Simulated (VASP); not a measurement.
Set up this calculation in VASP 6.6.1, as the native input.

| Property | Result |
| --- | --- |
| Task | relaxation of cell and atoms |
| Functional | LDA |
| Potentials or basis | VASP PAW LDA potentials, release 64 (Zr_sv) |
| Cutoff | 600 eV |
| k mesh | 16 × 16 × 16 |
| Occupations | gaussian, width 0.1 eV |
| Spin | no spin polarisation |
| Further INCAR settings | ALGO = Normal; EDIFF = 1e-07; IBRION = 2; EDIFFG = -0.005; NSW = 90; ISIF = 3 |

The structure of Zr lies in POSCAR:

```
Zr
1.0
   -1.7908472700      1.7908472700      1.7908472700
    1.7908472700     -1.7908472700      1.7908472700
    1.7908472700      1.7908472700     -1.7908472700
Zr
1
Direct
    0.0000000000      0.0000000000      0.0000000000
```

This isn't the form of Zr at room conditions, which is hcp.

These files were run (other wordings do the same):

INCAR

```
SYSTEM = Zr
  PREC = Accurate
  ENCUT = 600
  EDIFF = 1E-7
  ISMEAR = 0
  SIGMA = 0.1
  LREAL = .False.
  LASPH = .True.
  NELM = 80
  ALGO = Normal
  ISIF = 3
  LWAVE = .False.
  LCHARG = .False.
  GGA = CA
  IBRION = 2
  NSW = 90
  EDIFFG = -0.005
```

KPOINTS

```
Automatic mesh
0
Gamma
  16 16 16
  0 0 0
```

Potentials or basis: VASP PAW LDA potentials, release 64 (Zr_sv).

Run with:

```sh
$ cat potpaw_LDA.64/Zr_sv/POTCAR > POTCAR
$ mpirun -np 1 vasp_std > vasp.out
```

Results of the run:

| Quantity | Value |
| --- | --- |
| Relaxed volume | 21.13 Å³/atom |
| Relaxed cell | a = 3.016 Å, b = 3.016 Å, c = 3.016 Å, α = 109.47°, β = 109.47°, γ = 109.47° |
| Space group after relaxing (to 0.05 Å) | Im-3m (No. 229) |
| Energy gained by relaxing | 43.8 meV/atom |
| Ionic steps | 6 |
| Pressure after relaxing | 0.0 GPa |
| Band gap on the k mesh | none (metal or under the smearing width) |

Wall time 72 s on 1 thread of Intel(R) Xeon(R) 6975P-C (Granite Rapids), with other jobs on the host, peak memory 0.18 GiB.
